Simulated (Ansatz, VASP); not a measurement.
## Two plane-wave programs on WC4

File INCAR:

```
SYSTEM = WC4
ALGO = Normal
EDIFF = 1E-6
EDIFFG = -0.01
ENCUT = 600
GGA = PE
IBRION = 2
ISIF = 3
ISMEAR = 0
LASPH = .True.
LCHARG = .False.
LREAL = .False.
LWAVE = .False.
NELM = 80
NSW = 100
PREC = Accurate
SIGMA = 0.1
```

File KPOINTS:

```
k-points
0
Gamma
  10 10 10
  0 0 0
```

File POSCAR:

```
WC4
1.0
    4.0911680854      0.0000000000      0.0000000000
    0.0000000000      4.0911680854      0.0000000000
    0.0000000000      0.0000000000      4.0911680854
W C
1 4
Direct
    0.5000000000      0.5000000000      0.5000000000
    0.0000000000      0.5000000000      0.5000000000
    0.5000000000      0.0000000000      0.5000000000
    0.5000000000      0.5000000000      0.0000000000
    0.0000000000      0.0000000000      0.0000000000
```

Input for Ansatz:

```yaml
crystal:
  lattice:
    - [4.0911680854, 0.0, 0.0]
    - [0.0, 4.0911680854, 0.0]
    - [0.0, 0.0, 4.0911680854]
  atoms:
    - { symbol: W, position: [0.5, 0.5, 0.5] }
    - { symbol: C, position: [0.0, 0.5, 0.5] }
    - { symbol: C, position: [0.5, 0.0, 0.5] }
    - { symbol: C, position: [0.5, 0.5, 0.0] }
    - { symbol: C, position: [0.0, 0.0, 0.0] }
basis:
  ecutwfc: 420
kpoints:
  mp_grid: { grid: [10, 10, 10] }
hamiltonian:
  xc: pbe
scf:
  occupations: { method: gaussian, width: 0.1 }
output:
  forces: true
  stress: true
  eigenvalues: true
  write_density: true
  write_potential: true
  elf: true
  volumetric_format: npy
relax:
  adjacent_minimum: "off"
  f_tol: 0.01
  max_steps: 80
  cell: { stress_tol: 0.05 }
```

Alike in both runs: task relaxation of cell and atoms; functional PBE; k mesh 10 × 10 × 10; occupations gaussian, width 0.1 eV; no spin polarisation.

```csv
,VASP,Ansatz
version,VASP 6.6.1,Ansatz 0.2.0
potentials or method,"VASP PAW PBE potentials, release 64 (W_sv, C)","scalar-relativistic, plane waves, PAW"
plane-wave cutoff (eV),600,420
valence electrons in the cell,30,30
```

Ansatz gave:

```
gap on the k mesh at the Fermi level, each at its own relaxed structure (eV) : none
relaxed volume (Å³/atom)                                                     : 13.66
relaxed cell length with the largest relative difference (Å)                 : 4.088
```

**Question.** Which values does VASP return?

**Answer.** gap on the k mesh at the Fermi level, each at its own relaxed structure (eV): none; relaxed volume (Å³/atom): 13.67; relaxed cell length with the largest relative difference (Å): 4.088.

A gap of «none» marks a metal or a gap that the smearing closes.

Spin-orbit coupling is left out, which matters for the levels of W.
